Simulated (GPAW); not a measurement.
# TiC (Fm-3m) in GPAW: a series of runs, part 2 of 2

GPAW 26.7.0. Earlier steps stand in the parts before.

## Step 3: Relaxation of cell and atoms, PBE, target pressure -2 GPa, at which the enthalpy is minimised

Input file run.py:

```python
from ase import Atoms
from ase.filters import FrechetCellFilter
from ase.io import write
from ase.optimize import FIRE
from ase.units import GPa
from gpaw import GPAW, PW

atoms = Atoms(['Ti', 'C'],
              cell=[[0.0, 2.1657188437, 2.1657188437],
                    [2.1657188437, 0.0, 2.1657188437],
                    [2.1657188437, 2.1657188437, 0.0]],
              scaled_positions=[[0.0, 0.0, 0.0],
                                [0.5, 0.5, 0.5]],
              pbc=True)

calc = GPAW(mode=PW(800),
            xc='PBE',
            kpts={'size': (11, 11, 11), 'gamma': True},
            occupations={'name': 'fermi-dirac', 'width': 0.05},
            nbands=18,
            convergence={'density': 1e-05, 'forces': 0.0001},
            maxiter=150,
            txt='gpaw.txt')
atoms.calc = calc
opt = FIRE(FrechetCellFilter(atoms, scalar_pressure=-2 * GPa), trajectory='relax.traj', logfile='-')
done = opt.run(fmax=0.02, steps=100)
calc.write('gs.gpw')
write('result.traj', atoms)
print('Converged:', done)
print('Cell:', atoms.cell.cellpar().round(4))
print('Volume:', round(atoms.get_volume(), 4))
print(atoms.get_scaled_positions().round(5))
```

Potentials or basis: GPAW PAW data sets (gpaw-data 1.2.1), pw.

Run with:

```sh
> OMP_NUM_THREADS=1 python run.py
```

It took 2 min on 1 thread of Arm Neoverse V1, shared host; peak memory 0.24 GiB.

Results (log left out):

```yaml
Free_energy: -17.5682 eV
Relaxed_volume: 10.29 Å³/atom
Relaxed_cell: a = 3.076 Å, b = 3.076 Å, c = 3.076 Å, α = 60.00°, β = 60.00°, γ = 60.00°
Space_group_after_relaxing_to_0.05_Å: Fm-3m (No. 225)
Energy_change_on_relaxing_the_enthalpy_is_what_falls: +0.1 meV/atom
Ionic_steps: 7
Pressure_after_relaxing: -2.3 GPa
Band_gap_on_the_k_mesh: none (metal or under the smearing width)
```

The path:
| step | energy change (eV) | largest force (eV/Å) | pressure (GPa) | volume (Å³) |
| --- | --- | --- | --- | --- |
| 1 | 0.0000 | 0.0000 | 0.94 | 20.32 |
| 2 | -0.0004 | 0.0000 | 0.23 | 20.37 |
| 3 | -0.0005 | 0.0000 | -1.01 | 20.47 |
| 4 | 0.0004 | 0.0000 | -2.45 | 20.59 |
| 5 | 0.0003 | 0.0000 | -2.42 | 20.59 |
| 6 | 0.0003 | 0.0000 | -2.37 | 20.59 |
| 7 | 0.0003 | 0.0000 | -2.30 | 20.58 |

Final structure:
```
Ti C
1.0
     0.00000    2.17510    2.17510
     2.17510    0.00000    2.17510
     2.17510    2.17510    0.00000
Ti C
1 1
Direct
  0.00000 0.00000 0.00000
  0.50000 0.50000 0.50000
```

Levels at points of the mesh, in eV from the Fermi level:
```csv
k point,band 6,band 7,band 8,band 9,band 10,band 11
"(0.00, 0.00, 0.00)",0.63,0.63,0.63,1.59,1.59,1.59
```

Caveat: later steps reuse the first step's grids.

## Step 4: Relaxation of cell and atoms, LDA

Input file run.py:

```python
from ase.filters import FrechetCellFilter
from ase.io import read, write
from ase.optimize import LBFGS
from gpaw import GPAW, PW

atoms = read('POSCAR')

calc = GPAW(mode=PW(800),
            xc='LDA',
            kpts={'size': (11, 11, 11), 'gamma': True},
            occupations={'name': 'fermi-dirac', 'width': 0.05},
            nbands=18,
            convergence={'density': 1e-05, 'forces': 0.0001},
            maxiter=150,
            txt='gpaw.txt')
atoms.calc = calc
opt = LBFGS(FrechetCellFilter(atoms), trajectory='relax.traj', logfile='-')
done = opt.run(fmax=0.05, steps=40)
calc.write('gs.gpw')
write('result.traj', atoms)
print('Converged:', done)
print('Cell:', atoms.cell.cellpar().round(4))
print('Volume:', round(atoms.get_volume(), 4))
print(atoms.get_scaled_positions().round(5))
```

Input file POSCAR:

```
TiC
1.0
    0.0000000000      2.1657188437      2.1657188437
    2.1657188437      0.0000000000      2.1657188437
    2.1657188437      2.1657188437      0.0000000000
Ti C
1 1
Direct
    0.0000000000      0.0000000000      0.0000000000
    0.5000000000      0.5000000000      0.5000000000
```

Potentials or basis: the program's PAW data sets (release 1.2.1) made for this functional, pw.

Run with:

```sh
> OMP_NUM_THREADS=1 python run.py
```

gpaw.txt:

```text
__  _  _
 | _ |_)|_||  |
 |__||  | ||/\| - 26.7.0

Input parameters:
  mode=PW(ecut=800.0),
  convergence={'density': 1e-05, 'forces': 0.0001},
  kpts=MonkhorstPack(size=(11, 11, 11), gamma=True),
  maxiter=150,
  nbands=18,
  occupations=Occupations(name='fermi-dirac', width=0.05),
  xc=XC(name='LDA')

Diagonalizing LCAO Hamiltonian
Converting LCAO to pw mode

              C

       Ti

Atoms  # Å, Bohr magnetons
|   | symbol |        x |        y |        z |    initial magnetic moments |
|---|--------|----------|----------|----------|-----------------------------|
| 0 |     Ti | 0.000000 | 0.000000 | 0.000000 | ( 0.0000,  0.0000,  0.0000) |
| 1 |      C | 2.165719 | 2.165719 | 2.165719 | ( 0.0000,  0.0000,  0.0000) |

[... 539 lines left out ...]
|---|--------|-----------|-----------|-----------|-----------------------------|
| 0 |     Ti | -0.000000 | -0.000000 | -0.000000 | ( 0.0000,  0.0000,  0.0000) |
| 1 |      C |  2.131922 |  2.131922 |  2.131922 | ( 0.0000,  0.0000,  0.0000) |

Unit cell  # Å
| periodic |        x |        y |        z |  lengths |    angles |
|----------|----------|----------|----------|----------|-----------|
|      yes | 0.000000 | 2.131922 | 2.131922 | 3.014993 | 60.000000 |
|      yes | 2.131922 | 0.000000 | 2.131922 | 3.014993 | 60.000000 |
|      yes | 2.131922 | 2.131922 | 0.000000 | 3.014993 | 60.000000 |

Number of symmetries: 48
Symmetry operations  # r_c * U_cc + t_c -> r_c
|    | kind |            matrix            |
|----|------|------------------------------|
|  0 |  σ   |  1, 0, 0,  1, 0,-1,  1,-1, 0 |
|  1 |  C2  |  1, 0, 0,  1,-1, 0,  1, 0,-1 |
|  2 |  E   |  1, 0, 0,  0, 1, 0,  0, 0, 1 |
|  3 |  σ   |  1, 0, 0,  0, 0, 1,  0, 1, 0 |
|  4 |  C4  |  1, 0,-1,  1, 0, 0,  1,-1, 0 |
|  5 |  S6  |  1, 0,-1,  1,-1, 0,  1, 0, 0 |
|  6 |  σ   |  1, 0,-1,  0, 1,-1,  0, 0,-1 |
|  7 |  C3  |  1, 0,-1,  0, 0,-1,  0, 1,-1 |
|  8 |  S6  |  1,-1, 0,  1, 0, 0,  1, 0,-1 |
[... 224 lines left out ...]
No gap
No difference between direct/indirect transitions

Stress tensor  # eV/Ang^3
|         x |         y |         z |
|-----------|-----------|-----------|
| -0.002548 | -0.000000 | -0.000000 |
| -0.000000 | -0.002548 |  0.000000 |
| -0.000000 |  0.000000 | -0.002548 |

Forces  # eV/Ang
|        x |        y |        z |
|----------|----------|----------|
|  0.00000 | -0.00000 | -0.00000 |  # Ti   0
| -0.00000 | -0.00000 |  0.00000 |  # C    1

# Writing to gs.gpw (mode='')
```

It took 50 s on 1 thread of Arm Neoverse V1, shared host; peak memory 0.21 GiB.

What came out:

```yaml
Free_energy: -19.4849 eV
Relaxed_volume: 9.69 Å³/atom
Relaxed_cell: a = 3.015 Å, b = 3.015 Å, c = 3.015 Å, α = 60.00°, β = 60.00°, γ = 60.00°
Space_group_after_relaxing_to_0.05_Å: Fm-3m (No. 225)
Energy_gained_by_relaxing: 15.8 meV/atom
Ionic_steps: 3
Pressure_after_relaxing: 0.4 GPa
Band_gap_on_the_k_mesh: none (metal or under the smearing width)
```

The path:
```tsv
step	energy change (eV)	largest force (eV/Å)	pressure (GPa)	volume (Å³)
1	0.0000	0.0000	-11.84	20.32
2	-0.0190	0.0000	-7.93	19.99
3	-0.0316	0.0000	0.41	19.38
```

Final structure:
```cif
data_structure
_symmetry_space_group_name_H-M 'P 1'
_symmetry_Int_Tables_number 1
_cell_length_a 3.0150
_cell_length_b 3.0150
_cell_length_c 3.0150
_cell_angle_alpha 60.000
_cell_angle_beta 60.000
_cell_angle_gamma 60.000
_cell_volume 19.38
loop_
_atom_site_label
_atom_site_type_symbol
_atom_site_fract_x
_atom_site_fract_y
_atom_site_fract_z
_atom_site_occupancy
Ti1 Ti 0.00000 0.00000 0.00000 1
C1 C 0.50000 0.50000 0.50000 1
```

Caveat: later steps reuse the first step's grids.

## Step 5: Relaxation of cell and atoms, PBEsol

Edit run.py of step 4 so:

```diff
@@ -2,4 +2,6 @@
 from ase.io import read, write
-from ase.optimize import LBFGS
-from gpaw import GPAW, PW
+from ase.optimize import BFGS
+from gpaw import GPAW, PW, setup_paths
+
+setup_paths.insert(0, '.')
 
@@ -8,3 +10,3 @@
 calc = GPAW(mode=PW(800),
-            xc='LDA',
+            xc='PBEsol',
             kpts={'size': (11, 11, 11), 'gamma': True},
@@ -16,4 +18,4 @@
 atoms.calc = calc
-opt = LBFGS(FrechetCellFilter(atoms), trajectory='relax.traj', logfile='-')
-done = opt.run(fmax=0.05, steps=40)
+opt = BFGS(FrechetCellFilter(atoms), trajectory='relax.traj', logfile='-')
+done = opt.run(fmax=0.05, steps=60)
 calc.write('gs.gpw')
```

POSCAR is that of step 4.

Potentials or basis: PAW data sets generated in the run's folder for this functional, pw.

Run with:

```sh
> gpaw-setup -f PBEsol C Ti
> OMP_NUM_THREADS=1 python run.py
```

Run time: 51 s. Hardware: 1 thread of Arm Neoverse V1, shared host; peak memory 0.21 GiB.

Results (log left out):

| Quantity | Value |
| --- | --- |
| Free energy | -18.6487 eV |
| Relaxed volume | 9.93 Å³/atom |
| Relaxed cell | a = 3.039 Å, b = 3.039 Å, c = 3.039 Å, α = 60.00°, β = 60.00°, γ = 60.00° |
| Space group after relaxing (to 0.05 Å) | Fm-3m (No. 225) |
| Energy gained by relaxing | 3.4 meV/atom |
| Ionic steps | 3 |
| Pressure after relaxing | 0.1 GPa |
| Band gap on the k mesh | none (metal or under the smearing width) |

The path:
```
step  energy change (eV)  largest force (eV/Å)  pressure (GPa)  volume (Å³)
   1              0.0000                0.0000           -5.85        20.32
   2             -0.0043                0.0000           -3.87        20.16
   3             -0.0069                0.0000            0.09        19.85
```

Final structure:
```cif
data_structure
_symmetry_space_group_name_H-M 'P 1'
_symmetry_Int_Tables_number 1
_cell_length_a 3.0393
_cell_length_b 3.0393
_cell_length_c 3.0393
_cell_angle_alpha 60.000
_cell_angle_beta 60.000
_cell_angle_gamma 60.000
_cell_volume 19.85
loop_
_atom_site_label
_atom_site_type_symbol
_atom_site_fract_x
_atom_site_fract_y
_atom_site_fract_z
_atom_site_occupancy
Ti1 Ti 0.00000 0.00000 0.00000 1
C1 C 0.50000 0.50000 0.50000 1
```

Levels at points of the mesh, in eV from the Fermi level:
```tsv
k point	band 6	band 7	band 8	band 9	band 10	band 11
(0.00, 0.00, 0.00)	0.62	0.62	0.62	1.67	1.67	1.67
```

Caveat: later steps reuse the first step's grids.

## Step 6: Relaxation of cell and atoms, RPBE

Edit run.py of step 5 so:

```diff
@@ -3,5 +3,3 @@
 from ase.optimize import BFGS
-from gpaw import GPAW, PW, setup_paths
-
-setup_paths.insert(0, '.')
+from gpaw import GPAW, PW
 
@@ -10,3 +8,3 @@
 calc = GPAW(mode=PW(800),
-            xc='PBEsol',
+            xc='RPBE',
             kpts={'size': (11, 11, 11), 'gamma': True},
```

POSCAR is that of step 5.

Potentials or basis: the program's PAW data sets (release 1.2.1) made for this functional, pw.

Run with:

```sh
> OMP_NUM_THREADS=1 python run.py
```

Wall time 67 s (1 thread of Arm Neoverse V1, shared host); peak memory 0.21 GiB.

The run converged. Its results:

- Free energy: -16.6645 eV
- Relaxed volume: 10.38 Å³/atom
- Relaxed cell: a = 3.085 Å, b = 3.085 Å, c = 3.085 Å, α = 60.00°, β = 60.00°, γ = 60.00°
- Space group after relaxing (to 0.05 Å): Fm-3m (No. 225)
- Energy gained by relaxing: 4.7 meV/atom
- Ionic steps: 3
- Pressure after relaxing: 0.1 GPa
- Band gap on the k mesh: none (metal or under the smearing width)

Step by step:
```tsv
step	energy change (eV)	largest force (eV/Å)	pressure (GPa)	volume (Å³)
1	0.0000	0.0000	5.61	20.32
2	-0.0050	0.0000	3.64	20.47
3	-0.0094	0.0000	0.08	20.77
```

Final structure:
```xyz
2
Lattice="0.0000 2.1816 2.1816 2.1816 0.0000 2.1816 2.1816 2.1816 0.0000" Properties=species:S:1:pos:R:3 pbc="T T T"
Ti    0.0000    0.0000    0.0000
C     2.1816    2.1816    2.1816
```

Levels at points of the mesh, in eV from the Fermi level:
```tsv
k point	band 6	band 7	band 8	band 9	band 10	band 11
(0.00, 0.00, 0.00)	0.65	0.65	0.65	1.58	1.58	1.58
```

Caveat: later steps reuse the first step's grids.

## Step 7: The runs side by side

```csv
task,level,potentials or basis,cell,smearing,optimizer,fmax,max steps,target pressure,convergence,gap on the mesh (eV),pressure (GPa),relaxed volume (Å³/atom)
single point,PBE,"GPAW PAW data sets (gpaw-data 1.2.1), pw",as given,gaussian 0.011 eV,-,-,-,-,-,none,0.9,-
relaxation of cell and atoms,PBE,"GPAW PAW data sets (gpaw-data 1.2.1), pw",relaxed to -2 GPa,fermi-dirac 0.05 eV,FIRE,0.02 eV/Å,100,-2 GPa,density=1e-05 forces=0.0001,none,-2.3,-
relaxation of cell and atoms,LDA,"the program's PAW data sets (release 1.2.1) made for this functional, pw",relaxed,fermi-dirac 0.05 eV,LBFGS,0.05 eV/Å,40,-,density=1e-05 forces=0.0001,none,0.4,9.69
relaxation of cell and atoms,PBEsol,"PAW data sets generated in the run's folder for this functional, pw",relaxed,fermi-dirac 0.05 eV,BFGS,0.05 eV/Å,60,-,density=1e-05 forces=0.0001,none,0.1,9.93
relaxation of cell and atoms,RPBE,"the program's PAW data sets (release 1.2.1) made for this functional, pw",relaxed,fermi-dirac 0.05 eV,BFGS,0.05 eV/Å,60,-,density=1e-05 forces=0.0001,none,0.1,10.38
```

Alike in all rows: no spin polarisation; k mesh 11 × 11 × 11; cutoff (eV) 800.

Caveats: later steps reuse the first step's grids (some runs).

Absolute energies hang on the potentials; compare differences alone.
